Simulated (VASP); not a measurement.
N2, 2 atoms in the cell. The cell holds a molecule in a box, 2 atoms: a = 10.000 Å, b = 10.500 Å, c = 11.000 Å, α = 90.00°, β = 90.00°, γ = 90.00°. 

- Program: VASP 6.6.1
- Task: relaxation of the atoms
- Functional: PBEsol
- Potentials or basis: VASP PAW PBE potentials, release 64 (N)
- Cutoff: 520 eV
- k mesh: 1 × 1 × 1
- Occupations: gaussian, width 0.02 eV
- Spin: no spin polarisation
- Further INCAR settings: ALGO = Fast; EDIFF = 1e-07; ISYM = 0; IBRION = 2; EDIFFG = -0.005; NSW = 90

Potentials or basis: VASP PAW PBE potentials, release 64 (N).

Command:

```console
$ cat potpaw_PBE.64/N/POTCAR > POTCAR
$ mpirun -np 1 vasp_std > vasp.out
```

Hardware: 1 thread of Intel(R) Xeon(R) 6975P-C (Granite Rapids) (shared host).

**Question.** How long does it take, and how much memory?

**Answer.** It took 3.4 min on 1 thread of Intel(R) Xeon(R) 6975P-C (Granite Rapids) (shared host), peak memory 1 GiB. Counts: scf iterations 77, k points 1, ion steps 10.
